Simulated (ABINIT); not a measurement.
Crystal: Nb.

```
CELL_PARAMETERS angstrom
-1.66395 1.66395 1.66395
1.66395 -1.66395 1.66395
1.66395 1.66395 -1.66395
ATOMIC_POSITIONS crystal
Nb 0.00000 0.00000 0.00000
```

Base run:

| Item | Value |
| --- | --- |
| Program | ABINIT 10.8.3 (patched build) |
| Functional | rPW86PBE |
| Potentials or basis | JTH PAW PBE v2.0 |
| Cutoff | 435 eV |
| k mesh | 11 × 11 × 11 |
| Occupations | fermi-dirac, width 0.05 eV |
| Spin | no spin polarisation |

Its results: band gap on the k mesh none (metal or under the smearing width); pressure 4.2 GPa.

**Question.** The run is repeated on the same cell with these changes: functional from rPW86PBE to BLYP. What comes out?

**Answer.** Band gap on the k mesh none (metal or under the smearing width); pressure 3.6 GPa.

Caveats: the PAW data sets were made with another functional, which shifts forces and pressure a little.

Not every run made on this cell is shown here.
